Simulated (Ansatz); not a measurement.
# MgO: which structure wins at one pressure, part 3 of 3

Aim: bring MgO in several structures (rocksalt, CsCl, zincblende, wurtzite, NiAs) to one pressure and rank them by enthalpy. The pressure is set by scaling the first phase. The runs shown use LAPW. Companion runs by PAW are cited.

Ansatz 0.2.0; DFT PBE; a cell built from a prototype (rocksalt type), not taken from measurement. The steps go on from the part before.

### 4 Zincblende relaxed under pressure, LAPW

Input file input.yaml:

```yaml
crystal:
  lattice:
    - [0.0, 2.0072504426, 2.0072504426]
    - [2.0072504426, 0.0, 2.0072504426]
    - [2.0072504426, 2.0072504426, 0.0]
  atoms:
    - { symbol: Mg, position: [0.0, 0.0, 0.0] }
    - { symbol: O, position: [0.25, 0.25, 0.25] }
kpoints:
  mp_grid: { grid: [17, 17, 17] }
scf:
  occupations: { method: fermi_dirac, width: 0.1 }
hamiltonian:
  xc: pbe
  pseudopotentials: { kind: all_electron, lapw: { basis_error: 0.0005 } }
output:
  forces: true
  stress: true
  eigenvalues: true
relax:
  f_tol: 0.005
  max_steps: 12
  cell: { p_target: 110.0, stress_tol: 0.055 }
```

On the command line:

```sh
> ansatz run input.yaml --threads 1 --pin off --max-ram 3584MiB --backend cpu --events-out ev --progress --plain --runs-dir out
```

What it wrote:

```text
The last accepted step is kept in <dir> (removed where the run ends without a failure and the disk answers)
LAPW: plane waves up to 11.969 Å⁻¹, error target 5.0e-4 eV per atom; small_component_spin mean_spin; O in spheres of 0.816 Å, 8 of its electrons in bands, Dirac shells []; Mg in spheres of 0.870 Å, 10 of its electrons in bands, Dirac shells []
Engine: ansatz 0.2.0
Pseudopotentials: kind: all_electron
Pseudopotential: Mg, LAPW, valence charge 10, Koelling and Harmon's equation, gaussian nucleus
Pseudopotential: O, LAPW, valence charge 8, Koelling and Harmon's equation, gaussian nucleus
Functional definition: PBE
  parameter kappa = 0.804
  parameter beta = 0.06672455060314922
  exchange = pbe_x(kappa = kappa, mu = beta*pi^2/3)
  correlation = pbe_c(beta = beta)
Crystal: 2 atoms, lattice volume = 16.175 Å³
Basis set: ecut = 545.8503335418504 eV, 459 PW (Γ), exchange–correlation at level 2
Bands: 13, of which v1, the nominal top of the filled ones, is band 9 counted from 1 (8 counted from 0)
Symmetry: 24 space group operations
Space group: F-43m (ITA 216), of the structure as read, at distance tolerance 2.5e-5 Å
k-points: 165 of 4913 (time reversal used)
Non-local potential: Mg, projectors of the file, none
Non-local potential: O, projectors of the file, none
Initial density: superposition of atomic densities (chi_scale 0.1, normalization cell, long waves kept (reshape's long-wave potential 0.00 eV rms))
Initial wavefunctions: plane waves of lowest kinetic energy (no species holds an atomic orbital)
Functional: x = pbe(κ = 0.804, μ = 0.2195149727645171), c = pbe(β = 0.06672455060314922)
iter 1 solved again at ethr=2.87e-2 eV; its pass at ethr=1.00e-1 eV (dr2=5.16e0 eV) is discarded
SCF iter   1: F=—  HF=-7503.082956 eV  |F-HF|=—  |Δ(HF+E_count)|=         —  Δρ=1.79e-1  dr2=5.16e0  ethr=2.87e-2  ⟨swp⟩=2.0  Hψ=14957  notcnv=0
preconditioner: auto → none  [insulator: Δε(μ)=8.946 eV  Ē_g=35.061 eV  σ=0.100 eV  W_gap=1.00  n_scr=8 (ndim 8)  ℏωp=34.5 eV  f_vac=0.000  D(μ)=0.00/eV (n_scr^D=0)  ε∞_Penn≈2.0]
iter 2 solved again at ethr=6.71e-4 eV; its pass at ethr=2.87e-2 eV (dr2=1.21e-1 eV) is discarded
SCF iter   2: F=—  HF=-7500.704203 eV  |F-HF|=—  |Δ(HF+E_count)|=    2.38e0  Δρ=4.23e-2  dr2=1.21e-1  ethr=6.71e-4  ⟨swp⟩=2.0  Hψ=11437  notcnv=0
SCF iter   3: F=—  HF=-7500.445350 eV  |F-HF|=—  |Δ(HF+E_count)|=   2.59e-1  Δρ=1.88e-2  dr2=5.63e-2  ethr=6.71e-4  ⟨swp⟩=3.0  Hψ=6844  notcnv=0
SCF iter   4: F=—  HF=-7500.445690 eV  |F-HF|=—  |Δ(HF+E_count)|=         —  Δρ=1.24e-3  dr2=1.28e-4  ethr=3.13e-4  ⟨swp⟩=2.0  Hψ=6435  notcnv=0
the basis was enlarged: its passes take 344.5 KiB over the memory plan, 1 of 1 planned eigensolver slots
SCF iter   5: F=—  HF=-7500.445544 eV  |F-HF|=—  |Δ(HF+E_count)|=   1.46e-4  Δρ=5.88e-4  dr2=3.57e-5  ethr=7.13e-7  ⟨swp⟩=2.8  Hψ=5995  notcnv=0
SCF iter   6: F=—  HF=-7500.445549 eV  |F-HF|=—  |Δ(HF+E_count)|=   4.97e-6  Δρ=1.74e-4  dr2=5.19e-6  ethr=1.98e-7  ⟨swp⟩=2.0  Hψ=5775  notcnv=0
SCF iter   7: F=—  HF=-7500.445550 eV  |F-HF|=—  |Δ(HF+E_count)|=   2.49e-7  Δρ=2.91e-5  dr2=1.51e-7  ethr=2.88e-8  ⟨swp⟩=2.0  Hψ=5775  notcnv=0
SCF iter   8: F=-7500.445550 eV  HF=-7500.445550 eV  |F-HF|=2.18e-11  |Δ(HF+E_count)|=   5.11e-9  Δρ=2.03e-6  dr2=7.26e-10  ethr=8.37e-10  ⟨swp⟩=2.0  Hψ=5775  notcnv=0
SCF 1 converged in 8 iterations: F = -7500.445550 eV  dr2 = 7.26e-10
relax step   1: F+E_penalty+E_count = -7500.44554960 eV  Δ(F+E_penalty+E_count) = +0.000e0 eV  max|allowed force component| = 2.868e-16 eV/Å  Δτ_max = 0.0000 Å  P = +109.578 GPa  Ω = 16.175 Å³  (8 SCF iters, accepted)
Crystal: 2 atoms, lattice volume = 16.166 Å³
Basis set: ecut = 546.0411127894776 eV, 459 PW (Γ), exchange–correlation at level 2
Initial density: handed on by an earlier stage of this run
Initial wavefunctions: those handed on with the density
iter 1 solved again at ethr=7.93e-10 eV; its pass at ethr=1.00e-1 eV (dr2=1.43e-7 eV) is discarded
SCF iter   1: F=—  HF=-7500.439738 eV  |F-HF|=—  |Δ(HF+E_count)|=         —  Δρ=2.84e-5  dr2=1.09e-7  ethr=7.93e-10  ⟨swp⟩=4.2  Hψ=11764  notcnv=0
preconditioner: auto → none  [insulator: Δε(μ)=6.266 eV  Ē_g=20.628 eV  σ=0.100 eV  W_gap=1.00  n_scr=8 (ndim 8)  ℏωp=26.1 eV  f_vac=0.001  D(μ)=0.00/eV (n_scr^D=0)  ε∞_Penn≈2.6]
iter 2 solved again at ethr=5.16e-11 eV; its pass at ethr=6.04e-10 eV (dr2=9.29e-9 eV) is discarded
SCF iter   2: F=-7500.439746 eV  HF=-7500.439746 eV  |F-HF|=1.86e-8  |Δ(HF+E_count)|=   7.83e-6  Δρ=9.95e-6  dr2=9.29e-9  ethr=5.16e-11  ⟨swp⟩=2.0  Hψ=11202  notcnv=0
SCF 2 converged in 2 iterations: F = -7500.439746 eV  dr2 = 9.29e-9
relax step   2: F+E_penalty+E_count = -7500.43974578 eV  Δ(F+E_penalty+E_count) = +5.804e-3 eV  max|allowed force component| = 2.683e-16 eV/Å  Δτ_max = 0.0000 Å  P = +109.834 GPa  Ω = 16.166 Å³  (2 SCF iters, accepted)
Crystal: 2 atoms, lattice volume = 16.161 Å³
Basis set: ecut = 546.1645761271775 eV, 459 PW (Γ), exchange–correlation at level 2
iter 1 solved again at ethr=1.46e-10 eV; its pass at ethr=1.00e-1 eV (dr2=2.64e-8 eV) is discarded
SCF iter   1: F=—  HF=-7500.435978 eV  |F-HF|=—  |Δ(HF+E_count)|=         —  Δρ=1.47e-5  dr2=1.92e-8  ethr=1.46e-10  ⟨swp⟩=4.7  Hψ=12045  notcnv=0
preconditioner: auto → none  [insulator: Δε(μ)=6.268 eV  Ē_g=20.632 eV  σ=0.100 eV  W_gap=1.00  n_scr=8 (ndim 8)  ℏωp=26.1 eV  f_vac=0.001  D(μ)=0.00/eV (n_scr^D=0)  ε∞_Penn≈2.6]
SCF iter   2: F=-7500.435985 eV  HF=-7500.435985 eV  |F-HF|=5.29e-10  |Δ(HF+E_count)|=   7.90e-6  Δρ=7.05e-6  dr2=2.86e-9  ethr=1.07e-10  ⟨swp⟩=3.0  Hψ=7094  notcnv=0
SCF 3 converged in 2 iterations: F = -7500.435985 eV  dr2 = 2.86e-9
relax step   3: F+E_penalty+E_count = -7500.43598542 eV  Δ(F+E_penalty+E_count) = +3.760e-3 eV  max|allowed force component| = 8.327e-17 eV/Å  Δτ_max = 0.0000 Å  P = +109.996 GPa  Ω = 16.161 Å³  (2 SCF iters, accepted)
iter 1 solved again at ethr=1.57e-11 eV; its pass at ethr=1.00e-1 eV (dr2=2.83e-9 eV) is discarded
SCF iter   1: F=—  HF=-7500.435978 eV  |F-HF|=—  |Δ(HF+E_count)|=         —  Δρ=6.93e-6  dr2=2.78e-9  ethr=1.57e-11  ⟨swp⟩=3.0  Hψ=11222  notcnv=0
SCF iter   2: F=-7500.435985 eV  HF=-7500.435985 eV  |F-HF|=2.53e-10  |Δ(HF+E_count)|=   7.90e-6  Δρ=3.60e-6  dr2=8.64e-10  ethr=1.55e-11  ⟨swp⟩=3.0  Hψ=7095  notcnv=0
SCF 4 converged in 2 iterations: F = -7500.435985 eV  dr2 = 8.64e-10
relax step   4: F+E_penalty+E_count = -7500.43598544 eV  Δ(F+E_penalty+E_count) = -2.692e-8 eV  max|allowed force component| = 9.483e-17 eV/Å  Δτ_max = 0.0000 Å  P = +109.995 GPa  Ω = 16.161 Å³  stress off target by 4.73e-3 GPa  SCF on the basis re-selected at this cell (its energy is not comparable with the rows above)  (2 SCF iters)
basis re-selected at this cell: Δ(F+E_penalty+E_count) = -2.692e-8 eV, ΔP = -0.001 GPa vs the last step (what re-selecting the basis moved, after the strain that the cell walked since its last selection, with what the two solves' SCF thresholds leave and, on support functions, any second-order correction that the steps lacked; it is no measure of the basis error at this ecutwfc). This SCF's stress stands 4.73e-3 GPa from its target on what of the cell is left free (relax.cell.stress_tol is 5.50e-2 GPa) and its largest allowed force component is 9.48e-17 eV/Å (relax.f_tol is 5.00e-3 eV/Å): within both
SCF converged after 2 iterations
Free energy (F): -7500.435985 eV
Harris-Foulkes:  -7500.435985 eV  (|F-HF|=2.53e-10)
Internal energy: -7500.435985 eV  (E = F + TS)
E sigma→0 (E₀):  -7500.435985 eV
Fermi energy:    12.068540 eV
--- Per-component energies (eV) ---
  E_band       = -1248.957633
  E_kinetic    = 7537.090688
  E_xc         = -689.471970
  E_electrostatic = -14348.054703  (all electrons and nuclei)
  E_smearing   = -0.000000  (= −TS)
  E_closure    = 0.000000  (closes the sum)
  E_atoms      = -7490.792933  (free atoms, spherical and without spin; not in F)
  Σ components = -7500.435985   (vs F -7500.435985, Δ=0.00e0)
  Basis errors (estimates in eV, not in F): energy 2.5e-4 per atom: plane waves 2.3e-4 (1.4e-4 summed), levels above the bands 2.9e-79, relativity 6.1e-8, radial functions 2.2e-5, core shells 5.1e-9; eigenvalues (radial functions only) 2.7e-6; not estimated: angular momenta, meshes, grids; target (lapw.basis_error) 5.0e-4; muffin-tin radii O 0.816 Å, Mg 0.870 Å
--- Forces (eV/Å), atoms counted from 1 ---
  atom   1  Mg    -0.00000000    -0.00000000    -0.00000000
  atom   2  O     -0.00000000     0.00000000     0.00000000
  max |Σ_I F_I| component: 1.48e-16 eV/Å
--- Stress (GPa, compression-positive) ---
      109.995273       0.000000      -0.000000
        0.000000     109.995273       0.000000
       -0.000000       0.000000     109.995273
  P = ⅓ Tr σ = 109.9953 GPa (1099.953 kbar)
--- Band table (eV; the first three rows and the last of 165) ---
  k-point 0: bands = ["-492.7925", "-61.3977", "-28.1060", "-28.1060", "-28.1060", "-8.6124", "8.6308", "8.6308", "8.6308", "14.9204", "30.0114", "30.0114", "30.0114"]
  k-point 1: bands = ["-492.7925", "-61.3970", "-28.1135", "-28.1069", "-28.1069", "-8.5670", "8.4210", "8.6258", "8.6258", "15.1443", "29.5551", "29.9491", "29.9491"]
  k-point 2: bands = ["-492.7925", "-61.3949", "-28.1348", "-28.1095", "-28.1095", "-8.4354", "7.8803", "8.6113", "8.6113", "15.7250", "28.4704", "29.5664", "29.5664"]
  k-point 164: bands = ["-492.7925", "-61.3684", "-28.2803", "-28.2149", "-28.1759", "-6.6570", "5.9646", "6.7010", "7.4060", "17.6523", "22.7580", "26.9857", "28.7828"]
--- Relaxed structure (3 steps of the walk, 3 accepted, 1 SCFs on fresh bases) ---
  F+E_penalty+E_count = -7500.43598544 eV   max|allowed force component| = 9.483e-17 eV/Å   (the final SCF, on the basis selected at the relaxed cell)
  cell:  # Å, volume = 16.1607 Å³
    - [-2.5986397367767512e-33, 2.006672911255435, 2.006672911255435]
    - [2.006672911255435, 3.337468681546612e-33, 2.006672911255435]
    - [2.006672911255435, 2.006672911255435, 9.935975464146402e-34]
  atoms:
    - { symbol: Mg, position: [-3.7929705480817176e-34, 3.593077502069506e-34, 3.6030721543701163e-34] }
    - { symbol: O, position: [0.25, 0.25, 0.25] }
```

Wall time 1.7 min (1 thread of Intel Xeon Platinum 8259CL at 2.50GHz (Skylake/Cascade Lake), shared host); peak memory 0.53 GiB.

Step by step:

```
step  energy from step 1 (eV/cell)  largest force component (eV/Å)  pressure (GPa)  volume (Å³)
   1                        0.0000                          0.0000          109.58        16.17
   2                        0.0058                          0.0000          109.83        16.17
   3                        0.0096                          0.0000          110.00        16.16
   4                        0.0096                          0.0000          110.00        16.16
```

Step 1 is the start. Step 4 repeats the geometry before on a plane-wave basis chosen anew for that cell, so the energy can jump there without any move; the table keeps such jumps.

| input's cell | before | after | change |
| --- | --- | --- | --- |
| a (Å) | 2.839 | 2.838 | -0.0 % |
| b (Å) | 2.839 | 2.838 | -0.0 % |
| c (Å) | 2.839 | 2.838 | -0.0 % |
| volume (Å³/atom) | 8.09 | 8.08 | -0.1 % |

This run gives: pressure 110.00 GPa; gap on the k mesh 6.27 eV (an odd mesh misses the zone boundary).

### 5 Wurtzite at the cell that PAW relaxed, LAPW

Input file input.yaml:

```yaml
crystal:
  lattice:
    - [3.0759532275, 0.0, 0.0]
    - [-1.5379766137, 2.6638536359, 0.0]
    - [0.0, 0.0, 3.7338312557]
  atoms:
    - { symbol: Mg, position: [0.3333333333, 0.6666666667, -0.0620007622] }
    - { symbol: Mg, position: [0.6666666667, 0.3333333333, 0.4379992378] }
    - { symbol: O, position: [0.3333333333, 0.6666666667, 0.4380007622] }
    - { symbol: O, position: [0.6666666667, 0.3333333333, 0.9380007622] }
kpoints:
  mp_grid: { grid: [13, 13, 7] }
scf:
  occupations: { method: fermi_dirac, width: 0.1 }
hamiltonian:
  xc: pbe
  pseudopotentials: { kind: all_electron, lapw: { basis_error: 0.0005 } }
output:
  forces: true
  stress: true
  eigenvalues: true
  populations: true
```

On the command line:

```sh
> ansatz run input.yaml --threads 1 --pin off --max-ram 3584MiB --backend cpu --events-out ev --progress --plain --runs-dir out
```

What it wrote, shortened:

```text
Warning: the atoms were moved onto the symmetric positions of the space group found under crystal.symmetry.tolerance 1.0e-5 (fractional; no operation is sought that the atoms, as they stand in a round, miss by more than twice it, and no atom is moved by as much as it), and the run uses [...]
Mg: projections on atomic orbitals take those of the free atom 1s2 2s2 2p6 3s2, of charge +0.00 (hamiltonian.pseudopotentials.projection_atoms)
O: projections on atomic orbitals take those of the free atom 1s2 2s2 2p4, of charge +0.00 (hamiltonian.pseudopotentials.projection_atoms)
[...]
  atom   3  O      0.00000000     0.00000000     0.00000000
  atom   4  O     -0.00000000    -0.00000000     0.00000000
[...]
--- Stress (GPa, compression-positive) ---
      109.671811      -0.000000      -0.000000
       -0.000000     109.671811      -0.000000
       -0.000000      -0.000000     109.783352
  P = ⅓ Tr σ = 109.7090 GPa (1097.090 kbar)
--- Band table (eV; the first three rows and the last of 84) ---
[... band rows left out ...]
[...]
--- Löwdin populations: 4 sites ---
  site symbol       q [e]
     0     Mg     10.4151
     1     Mg     10.4151
     2      O      9.4462
     3      O      9.4462
  spilling = 0.006936 (of n_electrons = 40.000000)
```

It took 41 s on 1 thread of Intel Xeon Platinum 8259CL at 2.50GHz (Skylake/Cascade Lake), shared host; peak memory 0.6 GiB.

Read from it: pressure 109.71 GPa; gap on the k mesh 5.44 eV (an odd mesh misses the zone boundary).

### 6 NiAs at the cell that PAW relaxed, LAPW

Input file input.yaml:

```yaml
crystal:
  lattice:
    - [2.6092799883, 0.0, 0.0]
    - [-1.3046399942, 2.2597027555, 0.0]
    - [0.0, 0.0, 4.6109219009]
  atoms:
    - { symbol: Mg, position: [0.0, 0.0, 0.0] }
    - { symbol: Mg, position: [0.0, 0.0, 0.5] }
    - { symbol: O, position: [0.3333333333, 0.6666666667, 0.25] }
    - { symbol: O, position: [0.6666666667, 0.3333333333, 0.75] }
kpoints:
  mp_grid: { grid: [11, 11, 7] }
scf:
  occupations: { method: fermi_dirac, width: 0.1 }
hamiltonian:
  xc: pbe
  pseudopotentials: { kind: all_electron, lapw: { basis_error: 0.0005 } }
output:
  forces: true
  stress: true
  eigenvalues: true
  populations: true
```

On the command line:

```sh
> ansatz run input.yaml --threads 1 --pin off --max-ram 3584MiB --backend cpu --events-out ev --progress --plain --runs-dir out
```

What it wrote, shortened:

```text
Mg: projections on atomic orbitals take those of the free atom 1s2 2s2 2p6 3s2, of charge +0.00 (hamiltonian.pseudopotentials.projection_atoms)
O: projections on atomic orbitals take those of the free atom 1s2 2s2 2p4, of charge +0.00 (hamiltonian.pseudopotentials.projection_atoms)
[...]
--- Stress (GPa, compression-positive) ---
      109.803960       0.000000       0.000000
       -0.000000     109.803960       0.000000
        0.000000       0.000000     109.815406
  P = ⅓ Tr σ = 109.8078 GPa (1098.078 kbar)
--- Band table (eV; the first three rows and the last of 64) ---
[... band rows left out ...]
[...]
--- Löwdin populations: 4 sites ---
  site symbol       q [e]
     0     Mg     10.4228
     1     Mg     10.4228
     2      O      9.4324
     3      O      9.4324
  spilling = 0.007240 (of n_electrons = 40.000000)
```

Wall time 24 s (1 thread of Intel Xeon Platinum 8259CL at 2.50GHz (Skylake/Cascade Lake), shared host); peak memory 0.45 GiB.

In short: pressure 109.81 GPa; gap on the k mesh 8.05 eV (an odd mesh misses the zone boundary).

### 7 All runs together

The PAW rows are taken from companion runs at the same settings.

Enthalpy per atom, H = F + pV at p = 110 GPa, from each method's lowest phase:

```
             method       start  space group, start → end  volume (Å³/atom)  pressure (GPa)  enthalpy (meV/atom)
               LAPW    rocksalt             Fm-3m → Fm-3m             6.741           110.0                  0.0
               LAPW        CsCl             Pm-3m → Pm-3m             6.492           110.0                578.3
               LAPW  zincblende             F-43m → F-43m             8.080           110.0               1303.0
LAPW, at PAW's cell    wurtzite                  P6_3/mmc             7.649           109.7                841.5
LAPW, at PAW's cell        NiAs                  P6_3/mmc             6.797           109.8                204.3
                PAW    rocksalt             Fm-3m → Fm-3m             6.744           110.0                  0.0
                PAW        CsCl             Pm-3m → Pm-3m             6.491           110.0                577.9
                PAW  zincblende             F-43m → F-43m             8.087           110.0               1304.4
                PAW    wurtzite         P6_3mc → P6_3/mmc             7.649           110.0                841.7
                PAW        NiAs       P6_3/mmc → P6_3/mmc             6.797           110.0                204.6
```

### 8 Results

The summary covers parts 1 to 3.

| quantity | value |
| --- | --- |
| pressure | 110 GPa |
| lowest (LAPW) | rocksalt, 204.3 meV/atom under NiAs |
| lowest (PAW) | rocksalt, 204.6 meV/atom under NiAs |

By LAPW the order is rocksalt < NiAs < CsCl < wurtzite < zincblende. By PAW the order is rocksalt < NiAs < CsCl < wurtzite < zincblende. Some starts changed symmetry on relaxing: wurtzite ended as P6_3/mmc. The methods agree on the lowest phase. Only these structures were tried, with electrons smeared by 0.1 eV and without vibrations, so the true ground state may be another. The k meshes differ between phases and weren't tested, which can move differences by some meV.
